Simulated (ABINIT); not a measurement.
The system is MgS.

```
S Mg
1.0
     0.00000    2.83312    2.83312
     2.83312    0.00000    2.83312
     2.83312    2.83312    0.00000
S Mg
1 1
Direct
  0.25000 0.25000 0.25000
  0.00000 0.00000 0.00000
```

The cell comes from a database or a generator and needn't be the stable form of this composition.

```yaml
Program: ABINIT 10.8.3 (patched build)
Task: relaxation of cell and atoms
Functional: LDA
Potentials_or_basis: PseudoDojo NC SR LDA v0.4.1 standard
Cutoff: 1143 eV
k_mesh: 6 × 6 × 6
Occupations: fermi-dirac, width 0.05 eV
Spin: no spin polarisation
```

At the start: pressure -2.1 GPa; volume 22.74 Å³/atom.

Problem. Where does the relaxation end?

Solution. Over 4 steps the energy falls by 5.7 meV/atom and the volume is 21.91 Å³/atom (-3.6 %); space group F-43m (No. 216, to 0.05 Å).

The path:
```csv
step,energy change (eV),largest force (eV/Å),pressure (GPa),volume (Å³)
1,0.0000,0.0000,-2.12,45.48
2,-0.0036,0.0000,-1.77,45.19
3,-0.0113,0.0000,0.09,43.76
4,-0.0113,0.0000,0.00,43.82
```

Final structure:
```xyz
2
Lattice="0.0000 2.7983 2.7983 2.7983 0.0000 2.7983 2.7983 2.7983 0.0000" Properties=species:S:1:pos:R:3 pbc="T T T"
S     1.3991    1.3991    1.3991
Mg    0.0000    0.0000    0.0000
```
